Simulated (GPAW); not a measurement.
GaN:

```
Ga N
1.0
     0.00000    2.13524    2.13524
     2.13524    0.00000    2.13524
     2.13524    2.13524    0.00000
Ga N
1 1
Direct
  0.00000 0.00000 0.00000
  0.50000 0.50000 0.50000
```

Measurements of this composition are mostly on another form, of space group No. 186.

| Quantity | Value |
| --- | --- |
| Program | GPAW 26.7.0 |
| Task | relaxation of cell and atoms |
| Functional | BLYP |
| Potentials or basis | PAW data sets generated in the run's folder for this functional |
| Cutoff | 800 eV |
| Basis | pw |
| k mesh | 11 × 11 × 11 |
| Occupations | fermi-dirac, width 0.05 eV |
| Spin | no spin polarisation |

At the start: pressure 9.3 GPa; volume 9.74 Å³/atom.

**Question.** Where does the relaxation end?

**Answer.** Over 4 steps the energy falls by 13.2 meV/atom and the volume is 10.16 Å³/atom (+4.3 %); space group Fm-3m (No. 225, to 0.05 Å).

Step by step:
| step | energy change (eV) | largest force (eV/Å) | pressure (GPa) | volume (Å³) |
| --- | --- | --- | --- | --- |
| 1 | 0.0000 | 0.0000 | 9.33 | 19.47 |
| 2 | -0.0125 | 0.0000 | 6.43 | 19.71 |
| 3 | -0.0262 | 0.0000 | 0.46 | 20.27 |
| 4 | -0.0265 | 0.0000 | 0.03 | 20.31 |

Final structure:
```xyz
2
Lattice="0.0000 2.1657 2.1657 2.1657 0.0000 2.1657 2.1657 2.1657 0.0000" Properties=species:S:1:pos:R:3 pbc="T T T"
Ga    0.0000    0.0000    0.0000
N     2.1657    2.1657    2.1657
```

Caveat: the data sets keep Ga 3d, Li 1s and Be 1s frozen, and some such compounds lay over 1.5 % in volume off other programs; later steps reuse the first step's grids.
